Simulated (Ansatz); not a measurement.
**V_Si in Si3N4 (P6_3/m): charge-transition levels and formation energies**

Wanted: the transition levels of a vacancy in Si3N4 (P6_3/m), from a cell of 126 host atoms with 1 Si taken out.

Method: place-levels on PBEsol runs: charge-transition levels and formation energies with image-charge correction and potential alignment at the atomic sites; PAW set soft_1, in Ansatz 0.2.0.

**1. The structure**

The cell holds 125 atoms: 53 Si and 72 N. Its edges and angles: a = 13.206 Å, b = 13.206 Å, c = 8.731 Å, α = 90.0°, β = 90.0°, γ = 120.0°. It derives from Si3N4 (space group P6_3/m). Nearest the centre at fractional (0.353, 0.473, 0.583): N61 at 1.73 Å, N112 at 1.74 Å, N70 at 1.74 Å, N66 at 1.74 Å, Si85 at 2.91 Å, Si2 at 2.91 Å, Si55 at 3.00 Å, Si51 at 3.00 Å.

Screening for the image-charge correction: ε∞ = (4.29, 4.29, 4.37), ε0 = (8.29, 8.29, 8.25), from a response run on this crystal (DFPT, PBEsol) at that run's own cell.

The cell's shortest repeat is 8.7 Å.

**2. The runs of each charge state**

Levels follow from differences of total energies between charge states, each relaxed by itself.

Random displacements of about 0.05 Å break the site symmetry at the start, so that the relaxation can reach a distorted minimum if there is one. Forces are taken at one point at (¼, ¼, ¼). The cell holds 4 electrons more than the neutral one, with a uniform background that keeps it neutral on the whole.

The sampling was tested on the host first: at the k-points planned (1x1x1 shifted 0.25 0.25 0.25) its energy lies 0.000 eV an atom from the dense-mesh value, under the bound of 0.02 eV set for this test; that bounds the host's error, not the defect's.

One of the inputs; charge, spin and start change from state to state.

Contents of qm4.relax/input.yaml:

```yaml
crystal:
  lattice:
    - [11.43668588, 6.60297367, 0.0]
    - [-11.43668588, 6.60297367, 0.0]
    - [0.0, 0.0, 8.73076733]
  atoms:
    - { symbol: Si, position: [0.01950046, 0.80655545, 0.25] }
    - { symbol: Si, position: [0.3528338, 0.47322211, 0.25] }
    - { symbol: Si, position: [0.68616713, 0.13988878, 0.25] }
    - { symbol: Si, position: [0.21294502, 0.01950046, 0.08333333] }
    - { symbol: Si, position: [0.54627835, 0.68616713, 0.08333333] }
    - { symbol: Si, position: [0.87961168, 0.3528338, 0.08333333] }
    - { symbol: Si, position: [0.13988878, 0.45372165, 0.08333333] }
    - { symbol: Si, position: [0.47322211, 0.12038832, 0.08333333] }
    - { symbol: Si, position: [0.80655545, 0.78705498, 0.08333333] }
    - { symbol: Si, position: [0.19344455, 0.21294502, 0.25] }
    - { symbol: Si, position: [0.52677789, 0.87961168, 0.25] }
    - { symbol: Si, position: [0.86011122, 0.54627835, 0.25] }
    - { symbol: Si, position: [0.12038832, 0.6471662, 0.25] }
    - { symbol: Si, position: [0.45372165, 0.31383287, 0.25] }
    - { symbol: Si, position: [0.78705498, 0.98049954, 0.25] }
    - { symbol: Si, position: [0.31383287, 0.86011122, 0.08333333] }
    - { symbol: Si, position: [0.6471662, 0.52677789, 0.08333333] }
    - { symbol: Si, position: [0.98049954, 0.19344455, 0.08333333] }
    - { symbol: "N", position: [0.0, 0.66666667, 0.25] }
    - { symbol: "N", position: [0.33333333, 0.33333333, 0.25] }
    - { symbol: "N", position: [0.66666667, 0.0, 0.25] }
    - { symbol: "N", position: [0.0, 0.33333333, 0.08333333] }
    - { symbol: "N", position: [0.33333333, 0.0, 0.08333333] }
    - { symbol: "N", position: [0.66666667, 0.66666667, 0.08333333] }
    - { symbol: "N", position: [0.21345843, 0.45653274, 0.25] }
    - { symbol: "N", position: [0.54679176, 0.12319941, 0.25] }
    - { symbol: "N", position: [0.8801251, 0.78986608, 0.25] }
    - { symbol: "N", position: [0.09025902, 0.8801251, 0.08333333] }
    - { symbol: "N", position: [0.42359235, 0.54679176, 0.08333333] }
    - { symbol: "N", position: [0.75692569, 0.21345843, 0.08333333] }
    - { symbol: "N", position: [0.12319941, 0.57640765, 0.08333333] }
    - { symbol: "N", position: [0.45653274, 0.24307431, 0.08333333] }
    - { symbol: "N", position: [0.78986608, 0.90974098, 0.08333333] }
    - { symbol: "N", position: [0.21013392, 0.09025902, 0.25] }
    - { symbol: "N", position: [0.54346726, 0.75692569, 0.25] }
    - { symbol: "N", position: [0.87680059, 0.42359235, 0.25] }
    - { symbol: "N", position: [0.1198749, 0.21013392, 0.08333333] }
    - { symbol: "N", position: [0.45320824, 0.87680059, 0.08333333] }
    - { symbol: "N", position: [0.78654157, 0.54346726, 0.08333333] }
    - { symbol: "N", position: [0.24307431, 0.78654157, 0.25] }
    - { symbol: "N", position: [0.57640765, 0.45320824, 0.25] }
    - { symbol: "N", position: [0.90974098, 0.1198749, 0.25] }
    - { symbol: Si, position: [0.01950046, 0.80655545, 0.58333333] }
    - { symbol: Si, position: [0.68616713, 0.13988878, 0.58333333] }
    - { symbol: Si, position: [0.21294502, 0.01950046, 0.41666667] }
    - { symbol: Si, position: [0.54627835, 0.68616713, 0.41666667] }
    - { symbol: Si, position: [0.87961168, 0.3528338, 0.41666667] }
    - { symbol: Si, position: [0.13988878, 0.45372165, 0.41666667] }
    - { symbol: Si, position: [0.47322211, 0.12038832, 0.41666667] }
    - { symbol: Si, position: [0.80655545, 0.78705498, 0.41666667] }
    - { symbol: Si, position: [0.19344455, 0.21294502, 0.58333333] }
    - { symbol: Si, position: [0.52677789, 0.87961168, 0.58333333] }
    - { symbol: Si, position: [0.86011122, 0.54627835, 0.58333333] }
    - { symbol: Si, position: [0.12038832, 0.6471662, 0.58333333] }
    - { symbol: Si, position: [0.45372165, 0.31383287, 0.58333333] }
    - { symbol: Si, position: [0.78705498, 0.98049954, 0.58333333] }
    - { symbol: Si, position: [0.31383287, 0.86011122, 0.41666667] }
    - { symbol: Si, position: [0.6471662, 0.52677789, 0.41666667] }
    - { symbol: Si, position: [0.98049954, 0.19344455, 0.41666667] }
    - { symbol: "N", position: [0.0, 0.66666667, 0.58333333] }
    - { symbol: "N", position: [0.33333333, 0.33333333, 0.58333333] }
    - { symbol: "N", position: [0.66666667, 0.0, 0.58333333] }
    - { symbol: "N", position: [0.0, 0.33333333, 0.41666667] }
    - { symbol: "N", position: [0.33333333, 0.0, 0.41666667] }
    - { symbol: "N", position: [0.66666667, 0.66666667, 0.41666667] }
    - { symbol: "N", position: [0.21345843, 0.45653274, 0.58333333] }
    - { symbol: "N", position: [0.54679176, 0.12319941, 0.58333333] }
    - { symbol: "N", position: [0.8801251, 0.78986608, 0.58333333] }
    - { symbol: "N", position: [0.09025902, 0.8801251, 0.41666667] }
    - { symbol: "N", position: [0.42359235, 0.54679176, 0.41666667] }
    - { symbol: "N", position: [0.75692569, 0.21345843, 0.41666667] }
    - { symbol: "N", position: [0.12319941, 0.57640765, 0.41666667] }
    - { symbol: "N", position: [0.45653274, 0.24307431, 0.41666667] }
    - { symbol: "N", position: [0.78986608, 0.90974098, 0.41666667] }
    - { symbol: "N", position: [0.21013392, 0.09025902, 0.58333333] }
    - { symbol: "N", position: [0.54346726, 0.75692569, 0.58333333] }
    - { symbol: "N", position: [0.87680059, 0.42359235, 0.58333333] }
    - { symbol: "N", position: [0.1198749, 0.21013392, 0.41666667] }
    - { symbol: "N", position: [0.45320824, 0.87680059, 0.41666667] }
    - { symbol: "N", position: [0.78654157, 0.54346726, 0.41666667] }
    - { symbol: "N", position: [0.24307431, 0.78654157, 0.58333333] }
    - { symbol: "N", position: [0.57640765, 0.45320824, 0.58333333] }
    - { symbol: "N", position: [0.90974098, 0.1198749, 0.58333333] }
    - { symbol: Si, position: [0.01950046, 0.80655545, 0.91666667] }
    - { symbol: Si, position: [0.3528338, 0.47322211, 0.91666667] }
    - { symbol: Si, position: [0.68616713, 0.13988878, 0.91666667] }
    - { symbol: Si, position: [0.21294502, 0.01950046, 0.75] }
    - { symbol: Si, position: [0.54627835, 0.68616713, 0.75] }
    - { symbol: Si, position: [0.87961168, 0.3528338, 0.75] }
    - { symbol: Si, position: [0.13988878, 0.45372165, 0.75] }
    - { symbol: Si, position: [0.47322211, 0.12038832, 0.75] }
    - { symbol: Si, position: [0.80655545, 0.78705498, 0.75] }
    - { symbol: Si, position: [0.19344455, 0.21294502, 0.91666667] }
    - { symbol: Si, position: [0.52677789, 0.87961168, 0.91666667] }
    - { symbol: Si, position: [0.86011122, 0.54627835, 0.91666667] }
    - { symbol: Si, position: [0.12038832, 0.6471662, 0.91666667] }
    - { symbol: Si, position: [0.45372165, 0.31383287, 0.91666667] }
    - { symbol: Si, position: [0.78705498, 0.98049954, 0.91666667] }
    - { symbol: Si, position: [0.31383287, 0.86011122, 0.75] }
    - { symbol: Si, position: [0.6471662, 0.52677789, 0.75] }
    - { symbol: Si, position: [0.98049954, 0.19344455, 0.75] }
    - { symbol: "N", position: [0.0, 0.66666667, 0.91666667] }
    - { symbol: "N", position: [0.33333333, 0.33333333, 0.91666667] }
    - { symbol: "N", position: [0.66666667, 0.0, 0.91666667] }
    - { symbol: "N", position: [0.0, 0.33333333, 0.75] }
    - { symbol: "N", position: [0.33333333, 0.0, 0.75] }
    - { symbol: "N", position: [0.66666667, 0.66666667, 0.75] }
    - { symbol: "N", position: [0.21345843, 0.45653274, 0.91666667] }
    - { symbol: "N", position: [0.54679176, 0.12319941, 0.91666667] }
    - { symbol: "N", position: [0.8801251, 0.78986608, 0.91666667] }
    - { symbol: "N", position: [0.09025902, 0.8801251, 0.75] }
    - { symbol: "N", position: [0.42359235, 0.54679176, 0.75] }
    - { symbol: "N", position: [0.75692569, 0.21345843, 0.75] }
    - { symbol: "N", position: [0.12319941, 0.57640765, 0.75] }
    - { symbol: "N", position: [0.45653274, 0.24307431, 0.75] }
    - { symbol: "N", position: [0.78986608, 0.90974098, 0.75] }
    - { symbol: "N", position: [0.21013392, 0.09025902, 0.91666667] }
    - { symbol: "N", position: [0.54346726, 0.75692569, 0.91666667] }
    - { symbol: "N", position: [0.87680059, 0.42359235, 0.91666667] }
    - { symbol: "N", position: [0.1198749, 0.21013392, 0.75] }
    - { symbol: "N", position: [0.45320824, 0.87680059, 0.75] }
    - { symbol: "N", position: [0.78654157, 0.54346726, 0.75] }
    - { symbol: "N", position: [0.24307431, 0.78654157, 0.91666667] }
    - { symbol: "N", position: [0.57640765, 0.45320824, 0.91666667] }
    - { symbol: "N", position: [0.90974098, 0.1198749, 0.91666667] }
  host:
    repeats: [1, 1, 3]
    atoms:
      - { symbol: Si, position: [0.01950046, 0.80655545, 0.75] }
      - { symbol: Si, position: [0.3528338, 0.47322211, 0.75] }
      # ... 40 more atoms of the perfect host
total_charge: -4
basis:
  ecutwfc: 420
  xc_grid: 2
hamiltonian:
  xc: pbesol
  pseudopotentials: { kind: paw, azcp: { folder: soft_1 }, xc_functional: pbe }
kpoints:
  mp_grid: { grid: [1, 1, 1], shift: [0.25, 0.25, 0.25] }
scf:
  occupations: { method: fixed }
  max_iter: 100
output:
  forces: true
  charged_corrections:
    epsilon: [4.29, 4.29, 4.37]
    static_epsilon: [8.29, 8.29, 8.25]
    defect_position: [0.352834, 0.473222, 0.583333]
relax:
  f_tol: 0.02
  max_steps: 80
  random_displacement: { amplitude: 0.05, seed: 8734 }
checkpoint:
  write: "../qm4.relax.run"
  compress: false
  write_wavefunctions: true
  write_every: 100000
```

On the command line:

```
> ansatz run input.yaml --threads 4 --pin off --max-ram 15073MiB --backend cpu --events-out ev --progress --plain --runs-dir out
```

The relaxed structure is kept and the sampling changed to a 2×2×2 shifted mesh.

The run of this state that the levels use, under PBEsol:

Contents of qm4.point/input.yaml:

```yaml
crystal:
  checkpoint: "../qm4.relax.run"
  host: checkpoint
total_charge: -4
basis:
  ecutwfc: 420
  xc_grid: 2
hamiltonian:
  xc: pbesol
  pseudopotentials: { kind: paw, azcp: { folder: soft_1 }, xc_functional: pbe }
kpoints:
  mp_grid: { grid: [2, 2, 2], shift: [0.5, 0.5, 0.5] }
scf:
  occupations: { method: fermi_dirac, width: 0.01 }
  max_iter: 100
output:
  forces: true
  eigenvalues: true
  charged_corrections:
    epsilon: [4.29, 4.29, 4.37]
    static_epsilon: [8.29, 8.29, 8.25]
    defect_position: [0.352834, 0.473222, 0.583333]
  eigenstates: { localisation: true }
  populations: true
checkpoint:
  read: "../qm4.relax.run"
  write: "../qm4.point.run"
  compress: false
  write_wavefunctions: false
  write_every: 100000
```

Relaxations under PBEsol at one point at (¼, ¼, ¼); times on 4 threads of Arm Neoverse V2, shared host:

| charge | moment (μB) | occupations | outcome | steps | largest displacement against the far atoms (Å) | time |
| --- | --- | --- | --- | --- | --- | --- |
| −4 | 0 | fixed | converged | 7 | 0.26 | 3.6 min |
| −3 | 1 | fixed | converged | 8 | 0.22 | 10 min |
| −2 | 0 | fixed | not converged | - | - | 2.5 min |
| −2 | 0 | fermi-dirac | converged | 7 | 0.16 | 3.9 min |
| −2 | 2 | fixed | converged | 10 | 0.14 | 13 min |
| −1 | 1 | fixed | converged | 8 | 0.21 | 11 min |
| −1 | 3 | fixed | converged | 8 | 0.18 | 8.7 min |
| 0 | 0 | fixed | converged | 9 | 0.20 | 5.8 min |
| 0 | 2 | fixed | converged | 9 | 0.20 | 14 min |

Single points under PBEsol at a 2×2×2 shifted mesh; times on 4 threads of Arm Neoverse V2, shared host:

| charge | moment (μB) | occupations | outcome | time |
| --- | --- | --- | --- | --- |
| −4 | 0 | fermi-dirac | converged | 3.1 min |
| −3 | 1 | fermi-dirac | converged | 8.3 min |
| −2 | 0 | fermi-dirac | converged | 4.4 min |
| −2 | 2 | fermi-dirac | converged | 9.5 min |
| −1 | 1 | fermi-dirac | converged | 9.3 min |
| −1 | 3 | fermi-dirac | converged | 7.9 min |
| 0 | 0 | fermi-dirac | converged | 4.2 min |
| 0 | 2 | fermi-dirac | converged | 11 min |

Distances (Å) from the ideal centre to the nearest atoms after relaxation with PBEsol:

| charge | moment (μB) | 1. | 2. | 3. | 4. | 5. | 6. |
| --- | --- | --- | --- | --- | --- | --- | --- |
| −4 | 0 | N 1.82 | N 1.87 | N 1.91 | N 1.91 | Si 2.84 | Si 2.84 |
| −3 | 1 | N 1.82 | N 1.83 | N 1.89 | N 1.90 | Si 2.85 | Si 2.85 |
| −2 | 0 | N 1.81 | N 1.81 | N 1.87 | N 1.88 | Si 2.86 | Si 2.87 |
| −2 | 2 | N 1.80 | N 1.82 | N 1.84 | N 1.86 | Si 2.86 | Si 2.86 |
| −1 | 1 | N 1.78 | N 1.81 | N 1.82 | N 1.85 | Si 2.86 | Si 2.87 |
| −1 | 3 | N 1.78 | N 1.82 | N 1.82 | N 1.83 | Si 2.87 | Si 2.87 |
| 0 | 0 | N 1.77 | N 1.81 | N 1.82 | N 1.85 | Si 2.87 | Si 2.87 |
| 0 | 2 | N 1.78 | N 1.81 | N 1.84 | N 1.84 | Si 2.86 | Si 2.90 |

(Part 1 of 2 ends here.)

[Logs are printed without paths, hosts, clocks, repeated set-up lines and the standing remarks that a program may print on its own settings, such as how far it seeks lower states.]

[Hosts, paths, dates, database ids (printed as entryN), source tags and the programs' standing remarks are cut or masked in the printed files.]

[Where a table of states has a column of steps, it counts the stored structures, which are thinned; the runs took as many ionic steps or more.]

[A defect's name tells the site on which it was built; relaxed atoms can leave that site.]

[For some hosts the program warned that the k-mesh of the response run may be too coarse for force constants and the static dielectric constant; such warnings are not shown here.]
